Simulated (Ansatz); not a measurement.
Consider the ligand exchange at the Si–F bond: `CC(=O)O[Si](F)(OC(C)=O)OC(C)=O` + `CC(=O)O` → `CC(=O)O[Si](OC(C)=O)(OC(C)=O)OC(C)=O` + H–F.

Computed with Ansatz on PBE0-D4/def2-TZVP structures; ΔE is electronic, products minus reactants. CBS: MP2 limit from def2 TZ/QZ plus the TZ coupled-cluster correction, frozen cores. This one scheme is used for every species. Each species was taken in one conformer, which may not be the lowest.

```
                               species  CCSD(T)/CBS(def2) energy (Eh)
      `CC(=O)O[Si](F)(OC(C)=O)OC(C)=O`                    -1073.91377
                             `CC(=O)O`                     -228.87529
`CC(=O)O[Si](OC(C)=O)(OC(C)=O)OC(C)=O`                    -1202.37520
                                   H–F                     -100.39570
```

(1) Work out ΔE.

Largest T1 diagnostic among the species: 0.015.

Results:

(1) ΔE = (-1202.37520) + (-100.39570) − (-1073.91377) − (-228.87529) = 0.01816 Eh = +11.4 kcal/mol.

Leaving LDA and LC-ωPBE aside and taking each functional with its dispersion term where it has one, the values, not all of them listed here, spread over 3.1 kcal/mol, from revPBE-D4 to B2PLYP. LDA lies −2.4 kcal/mol from PBE without D4. From BLYP to BHLYP (50 % exact exchange), in def2-TZVPP and without D4, ΔE moves by −2.2 kcal/mol. In def2-TZVPP, CCSD(T) changes the Hartree–Fock value by −4.0 kcal/mol (the triples alone add −0.7 kcal/mol) and MP2 by −4.3 kcal/mol.
